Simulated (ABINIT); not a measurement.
Crystal: NiO.

```
CELL_PARAMETERS angstrom
0.00000 2.08590 2.08590
2.08590 0.00000 2.08590
2.08590 2.08590 0.00000
ATOMIC_POSITIONS crystal
Ni 0.00000 0.00000 0.00000
O 0.50000 0.50000 0.50000
```

Base run:

- Program: ABINIT 10.8.3 (patched build)
- Functional: LDA
- Potentials or basis: PseudoDojo NC SR LDA v0.4.1 standard
- Cutoff: 1225 eV
- k mesh: 8 × 8 × 8
- Occupations: fermi-dirac, width 0.05 eV
- Spin: collinear spin, ferromagnetic start
- Starting moments: [1.0, 0.0] μB

Its results: pressure -20.4 GPa; net moment 0.73 μB per cell; site moments Ni +0.61; O +0.11 μB.

Question: After a change of settings the same cell gave: pressure -20.7 GPa; net moment 0.58 μB per cell; site moments Ni +0.48; O +0.09 μB. Which change was it?
A. k mesh from 8 × 8 × 8 to 8 × 8 × 8, with 4 shifts
B. functional from LDA to PBEsol; potentials or basis from PseudoDojo NC SR LDA v0.4.1 standard to PseudoDojo NC SR PBEsol v0.4 stringent; cutoff from 1225 eV to 1306 eV
C. functional from LDA to PBEsol; potentials or basis from PseudoDojo NC SR LDA v0.4.1 standard to PseudoDojo NC SR PBEsol v0.4.1 standard

Answer: A.

Caveats: small starting moments can end in a higher magnetic state in this program; so large a pressure means that the cell lies far from this level's equilibrium, or that cutoff or potentials fall short; a cell with one magnetic atom can't hold antiferromagnetic order, which such compounds often take.

Not every run made on this cell is shown here.
